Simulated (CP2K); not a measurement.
Crystal: SiO2.

```xyz
12
Lattice="8.7438 0.0000 0.0000 6.1999 4.6195 0.0000 2.5439 -2.2089 4.0571" Properties=species:S:1:pos:R:3 pbc="T T T"
Si   15.4316    3.0832    2.2851
Si   11.0597    2.4806    1.2708
Si    6.4279   -0.0701    2.7863
Si   10.7998    0.5325    3.8006
O     3.4227    1.8765    0.2574
O     5.3211   -0.6713    1.7712
O    10.3385   -0.9350    3.3002
O     7.1491    3.3455    0.7569
O     6.5578    1.5066    2.5357
O    10.9297    1.5066    2.5357
O     9.6578    2.6110    0.5071
O     7.8298   -0.8032    2.5357
```

The cell comes from a database or a generator and needn't be the stable form of this composition.

Base run:

| Property | Result |
| --- | --- |
| Program | CP2K 2026.2 |
| Functional | PBE |
| Potentials or basis | all electrons (GAPW); pob-DZVP-rev2 basis |
| Density cutoff | 6803 eV |
| k mesh | 5 × 5 × 5 |
| Occupations | fermi-dirac, width 0.05 eV |
| Spin | no spin polarisation |

Its results: band gap on the k mesh 6.82 eV, direct; pressure 10.8 GPa; largest force 1.029 eV/Å.

Question: The run is repeated on the same cell with these changes: potentials or basis from all electrons (GAPW); pob-DZVP-rev2 basis to all electrons (GAPW); pob-TZVP-rev2 basis; basis sets from Si pob-DZVP-rev2, O pob-DZVP-rev2 to Si pob-TZVP-rev2, O pob-TZVP-rev2. What comes out?

Answer: Band gap on the k mesh 6.16 eV, direct; pressure 11.7 GPa; largest force 1.054 eV/Å.

Caveats: an odd mesh through Γ misses points on the zone boundary, where band edges often lie; the basis of atomic orbitals isn't converged, which shifts pressures, moduli and gaps; forces of over 1 eV/Å show positions far from the minimum, so gaps and moduli don't describe the material at rest.
